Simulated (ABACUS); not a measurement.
# Al (Fm-3m) in ABACUS: a series of runs

One crystal, Al, is run at these levels: LDA; tasks: equation of state.

Program: ABACUS 3.10.1. These are calculated values, not measurements. Logs are shortened: lines on timing, memory, paths and dates and some standing lists are left out, and cuts for length are marked.

**What was measured.**

From “The interpretation of polycrystalline coherent inelastic neutron scattering from aluminium”, 2013, pmc:3831299, for a bulk crystal of Al: bulk modulus 76.9 GPa.

The runs below are set against these values where they give the same quantity.

**1. Starting point**

The structure is cubic, space group Fm-3m (No. 225). Conventional cell: a = 4.050 Å, b = 4.050 Å, c = 4.050 Å, α = 90.00°, β = 90.00°, γ = 90.00°. Al (site symmetry m-3m) is surrounded by 12 Al at 2.86 Å.

**2. Equation of state, LDA, 15.61 Å³/atom (volume scaled by 0.94)**

run_abacus.py reads:

```python
"""ABACUS run from a structure file: ASE reads it, the script writes STRU, KPT and INPUT."""
import re
import subprocess
from ase.io import read
from ase.units import Bohr

atoms = read("POSCAR")
atoms = atoms[(-atoms.numbers).argsort(kind="stable")]  # ABACUS lists atoms element by element
pseudo = {'Al': 'Al.upf'}
orbital = {'Al': 'Al_confined-atom_8au_2s2p1d.orb'}
magmoms = None
kmesh = [10, 10, 10]
params = {
    'suffix': 'Al',
    'calculation': 'scf',
    'basis_type': 'lcao',
    'pseudo_dir': './',
    'orbital_dir': './',
    'symmetry': 1,
    'dft_functional': 'pz',
    'ecutwfc': 100,
    'pseudo_rcut': 10,
    'nspin': 1,
    'nbands': 6,
    'ks_solver': 'genelpa',
    'smearing_method': 'fd',
    'smearing_sigma': 0.00367493,
    'scf_thr': 1e-07,
    'scf_nmax': 100,
    'mixing_type': 'broyden',
    'mixing_beta': 0.7,
    'cal_force': 1,
    'cal_stress': 1,
    'out_mul': 1,
}

symbols = atoms.get_chemical_symbols()
elements = list(dict.fromkeys(symbols))
lines = ["ATOMIC_SPECIES"] + [f"{e} {atoms.get_masses()[symbols.index(e)]:.4f} {pseudo[e]}" for e in elements]
if orbital:
    lines += ["", "NUMERICAL_ORBITAL"] + [orbital[e] for e in elements]
lines += ["", "LATTICE_CONSTANT", f"{1 / Bohr:.10f}", "", "LATTICE_VECTORS"]
lines += [" ".join(f"{x:.10f}" for x in v) for v in atoms.cell]
lines += ["", "ATOMIC_POSITIONS", "Direct"]
for e in elements:
    lines += ["", e, "0.0", str(symbols.count(e))]
    for i, p in enumerate(atoms.get_scaled_positions(wrap=False)):
        if symbols[i] == e:
            mag = "" if magmoms is None else " mag " + " ".join(str(x) for x in (magmoms[i] if isinstance(magmoms[i], list) else [magmoms[i]]))
            lines.append(" ".join(f"{x:.10f}" for x in p) + " 1 1 1" + mag)
open("STRU", "w").write("\n".join(lines) + "\n")
open("KPT", "w").write("K_POINTS\n0\nGamma\n%d %d %d 0 0 0\n" % tuple(kmesh))
open("INPUT", "w").write("INPUT_PARAMETERS\n" + "".join(f"{k:<20s}{v}\n" for k, v in params.items()))

done = subprocess.run(['mpirun', '-np', '4', 'abacus'])
if done.returncode:
    raise SystemExit(done.returncode)
log = open("OUT.Al/running_scf.log").read()
print("final energy (eV):", re.findall(r"FINAL_ETOT_IS (\S+)", log))
```

POSCAR reads:

```
Al
1.0
    0.0000000000      1.9834708509      1.9834708509
    1.9834708509      0.0000000000      1.9834708509
    1.9834708509      1.9834708509      0.0000000000
Al
1
Direct
    0.0000000000      0.0000000000      0.0000000000
```

Potentials or basis: PseudoDojo NC SR 0.4.1 LDA standard, DZP LCAO (the cutoffs set its grid).

On the command line:

```bash
OMP_NUM_THREADS=1 python run_abacus.py > log
```

running log:

```text
ABACUS v3.10.1

               Atomic-orbital Based Ab-initio Computation at UStc

 ------------------------------------------------------------------------------------

 READING GENERAL INFORMATION
                           global_out_dir = OUT.Al/
                           global_in_card = INPUT
                               pseudo_dir = ./
                              orbital_dir = ./
                                    DSIZE = 4
                                    GSIZE = 1

 READING UNITCELL INFORMATION
                                    ntype = 1
                  lattice constant (Bohr) = 1.88973
              lattice constant (Angstrom) = 1

 READING ATOM TYPE 1
                               atom label = Al
                      L=0, number of zeta = 2
                      L=1, number of zeta = 2
                      L=2, number of zeta = 1
             number of atom for this type = 1

                        TOTAL ATOM NUMBER = 1
DIRECT COORDINATES
    atom                   x                   y                   z     mag                  vx                  vy                  vz
taud_Al1            0.0000000000        0.0000000000        0.0000000000  0.0000        0.0000000000        0.0000000000        0.0000000000

                          Volume (Bohr^3) = 105.318
                             Volume (A^3) = 15.6066

 Lattice vectors: (Cartesian coordinate: in unit of a_0)
                   +0            +1.98347            +1.98347
             +1.98347                  +0            +1.98347
             +1.98347            +1.98347                  +0
 Reciprocal vectors: (Cartesian coordinate: in unit of 2 pi/a_0)
            -0.252083           +0.252083           +0.252083
            +0.252083           -0.252083           +0.252083
            +0.252083           +0.252083           -0.252083
 The esolver type has been set to : ksdft_lcao

                PAO radial cut off (Bohr) = 10

 Read in pseudopotential file is Al.upf
                     pseudopotential type = NC
          exchange-correlation functional = SLAPWNOGXNOGC
                 nonlocal core correction = 1
                        valence electrons = 3
                                     lmax = 2
                           number of zeta = 2
                     number of projectors = 6
                           L of projector = 0
                           L of projector = 0
                           L of projector = 1
                           L of projector = 1
                           L of projector = 2
                           L of projector = 2
 XC functional updated to : pz
          exchange-correlation functional = PZ
     initial pseudo atomic orbital number = 4

 SETUP THE ELECTRONS NUMBER
            electron number of element Al = 3
[... 156 lines left out ...]
              searching radius is (Bohr)) = 19.6
         searching radius unit is (Bohr)) = 1.89
                         PeriodicBoundary = 1
                        Radius(unit:lat0) = 10.4
                                   glayer = [ 6, 6, 6 ]
                             glayer_minus = [ 5, 5, 5 ]

Find the coordinate range of the input atom(unit:lat0).
                                  min_tau = [ -19.8, -19.8, -19.8 ]
                                  max_tau = [ 19.8, 19.8, 19.8 ]
                                BoxNumber = [ 11, 11, 11 ]

 SETUP EXTENDED REAL SPACE GRID FOR GRID INTEGRATION
                          real space grid = [ 36, 36, 36 ]
                 big cell numbers in grid = [ 12, 12, 12 ]
             meshcell numbers in big cell = [ 3, 3, 3 ]
                        extended fft grid = [ 23, 23, 23 ]
                dimension of extened grid = [ 59, 59, 59 ]
                            UnitCellTotal = 125
              Atom number in sub-FFT-grid = 1
    Local orbitals number in sub-FFT-grid = 13
                                ParaV.nnr = 12201
                                 init_chg = atomic

 LCAO ALGORITHM --------------- ION=   1  ELEC=   1--------------------------------

 Density error is 0.0962382218658
----------------------------------------------------------
     Energy           Rydberg                 eV
----------------------------------------------------------
 E_KohnSham     -4.7233487524        -64.2644566737
 E_Harris       -4.7016039344        -63.9686032469
 E_Fermi        0.6221827661         8.4652308159
----------------------------------------------------------
[... 58 lines left out ...]
 Density error is 5.22068324656e-09
----------------------------------------------------------
     Energy           Rydberg                 eV
----------------------------------------------------------
 E_KohnSham     -4.7231622840        -64.2619196406
 E_KS(sigma->0) -4.7229355266        -64.2588344486
 E_Harris       -4.7231622833        -64.2619196317
 E_band         0.8257832278         11.2353572107
 E_one_elec     3.0300498628         41.2259433584
 E_Hartree      0.0070380644         0.0957577786
 E_xc           -2.2553445642        -30.6855370259
 E_Ewald        -5.5044521323        -74.8919133677
 E_entropy(-TS) -0.0004535147        -0.0061703840
 E_descf        0.0000000000         0.0000000000
 E_exx          0.0000000000         0.0000000000
 E_Fermi        0.6203215774         8.4399080456
----------------------------------------------------------

 charge density convergence is achieved
 final etot is -64.261919641 eV
 EFERMI = 8.4399080456 eV

 STATE ENERGY(eV) AND OCCUPATIONS    NSPIN == 1
 1/47 kpoint (Cartesian) = 0.0000 0.0000 0.0000 (454 pws)
       1       -3.16186     0.00200000
       2        21.2024        0.00000
       3        21.2024        0.00000
       4        21.2024        0.00000
       5        23.0918        0.00000
       6        23.0918        0.00000
[... 33 lines left out ...]
 6/47 kpoint (Cartesian) = 0.12604 0.12604 0.12604 (446 pws)
       1        3.52827     0.00800000
       2        3.88250     0.00800000
       3        20.0186        0.00000
       4        20.0186        0.00000
       5        20.1786        0.00000
       6        20.1786        0.00000

[... levels at 41 further k points ...]

 correction force for each atom along direction 1 is -1.19975e-15
 correction force for each atom along direction 2 is -1.01752e-15
 correction force for each atom along direction 3 is -2.26327e-15
------------------------------------------------------------------------------------------
 TOTAL-FORCE (eV/Angstrom)
------------------------------------------------------------------------------------------
                       Al1         0.0000000000         0.0000000000         0.0000000000
------------------------------------------------------------------------------------------

----------------------------------------------------------------
 TOTAL-STRESS (KBAR)
----------------------------------------------------------------
        10.2332741656         0.0000000000         0.0000000000
         0.0000000000        10.2332741656         0.0000000000
        -0.0000000000         0.0000000000        10.2332741656
----------------------------------------------------------------
 TOTAL-PRESSURE: 10.233274 KBAR

 --------------------------------------------
 !FINAL_ETOT_IS -64.2619196405644004 eV
 --------------------------------------------
```

INPUT:

```text
INPUT_PARAMETERS
suffix              Al
calculation         scf
basis_type          lcao
pseudo_dir          ./
orbital_dir         ./
symmetry            1
dft_functional      pz
ecutwfc             100
pseudo_rcut         10
nspin               1
nbands              6
ks_solver           genelpa
smearing_method     fd
smearing_sigma      0.00367493
scf_thr             1e-07
scf_nmax            100
mixing_type         broyden
mixing_beta         0.7
cal_force           1
cal_stress          1
out_mul             1
```

Wall time 2.9 s (4 MPI ranks of Intel Xeon Platinum 8488C (Sapphire Rapids), shared host); peak memory 0.36 GiB.

Results:

| Item | Value |
| --- | --- |
| Free energy | -64.2619 eV |
| Pressure | 1.0 GPa |
| Band gap on the k mesh | none (metal or under the smearing width) |

Caveat: the atomic orbitals were generated for these runs and aren't a published set; the basis of atomic orbitals isn't converged, which shifts pressures, moduli and gaps.

**3. Equation of state, LDA, 16.27 Å³/atom (volume scaled by 0.98)**

run_abacus.py is that of step 2.

POSCAR reads:

```
Al
1.0
    0.0000000000      2.0112152952      2.0112152952
    2.0112152952      0.0000000000      2.0112152952
    2.0112152952      2.0112152952      0.0000000000
Al
1
Direct
    0.0000000000      0.0000000000      0.0000000000
```

Potentials or basis: PseudoDojo NC SR 0.4.1 LDA standard, DZP LCAO (the cutoffs set its grid).

On the command line:

```bash
OMP_NUM_THREADS=1 python run_abacus.py > log
```

Run time: 2.7 s. Hardware: 4 MPI ranks of Intel Xeon Platinum 8488C (Sapphire Rapids), shared host; peak memory 0.36 GiB.

Results (log left out):

```
Free energy            : -64.2593 eV
Pressure               : -2.1 GPa
Band gap on the k mesh : none (metal or under the smearing width)
```

Caveat: the atomic orbitals were generated for these runs and aren't a published set; the basis of atomic orbitals isn't converged, which shifts pressures, moduli and gaps.

**4. Equation of state, LDA, 16.93 Å³/atom (volume scaled by 1.02)**

run_abacus.py is that of step 3.

POSCAR reads:

```
Al
1.0
    0.0000000000      2.0382146954      2.0382146954
    2.0382146954      0.0000000000      2.0382146954
    2.0382146954      2.0382146954      0.0000000000
Al
1
Direct
    0.0000000000      0.0000000000      0.0000000000
```

On the command line:

```bash
OMP_NUM_THREADS=1 python run_abacus.py > log
```

Run time: 2.6 s. Hardware: 4 MPI ranks of Intel Xeon Platinum 8488C (Sapphire Rapids), shared host; peak memory 0.36 GiB.

It converged, with:

```
Free energy            : -64.2454 eV
Pressure               : -4.5 GPa
Band gap on the k mesh : none (metal or under the smearing width)
```

Caveat: the atomic orbitals were generated for these runs and aren't a published set; the basis of atomic orbitals isn't converged, which shifts pressures, moduli and gaps.

**5. Equation of state, LDA, 17.60 Å³/atom (volume scaled by 1.06)**

run_abacus.py is that of step 4.

POSCAR reads:

```
Al
1.0
    0.0000000000      2.0645171409      2.0645171409
    2.0645171409      0.0000000000      2.0645171409
    2.0645171409      2.0645171409      0.0000000000
Al
1
Direct
    0.0000000000      0.0000000000      0.0000000000
```

On the command line:

```bash
OMP_NUM_THREADS=1 python run_abacus.py > log
```

It took 2.6 s on 4 MPI ranks of Intel Xeon Platinum 8488C (Sapphire Rapids), shared host; peak memory 0.36 GiB.

The run converged. Its results:

| Property | Result |
| --- | --- |
| Free energy | -64.2225 eV |
| Pressure | -6.4 GPa |
| Band gap on the k mesh | none (metal or under the smearing width) |

Caveat: the atomic orbitals were generated for these runs and aren't a published set; the basis of atomic orbitals isn't converged, which shifts pressures, moduli and gaps.

**6. Equation of state, LDA**

Potentials or basis: PseudoDojo NC SR 0.4.1 LDA standard, DZP LCAO (the cutoffs set its grid).

This step only gathers the single runs of the series.

What came out:

- Equilibrium volume: 15.80 Å³/atom
- Bulk modulus: 77 GPa
- Pressure derivative of the bulk modulus: 4.9 (rough: it moves with the points fitted)

Energy against volume, from the lowest point:
```csv
volume (Å³/atom),energy (meV/atom)
15.607,0.00
16.271,2.59
16.935,16.56
17.599,39.37
```

Caveat: the atomic orbitals were generated for these runs and aren't a published set; the basis of atomic orbitals isn't converged, which shifts pressures, moduli and gaps.

**7. How close it comes**

Step 6. Measured bulk modulus of Al: 76.9 GPa (quoted in “The interpretation of polycrystalline coherent inelastic neutron scattering from aluminium”, 2013, pmc:3831299). This calculation gives 77 GPa (+0.7 %). The fit is for a static lattice scaled at fixed shape and fixed fractional positions.
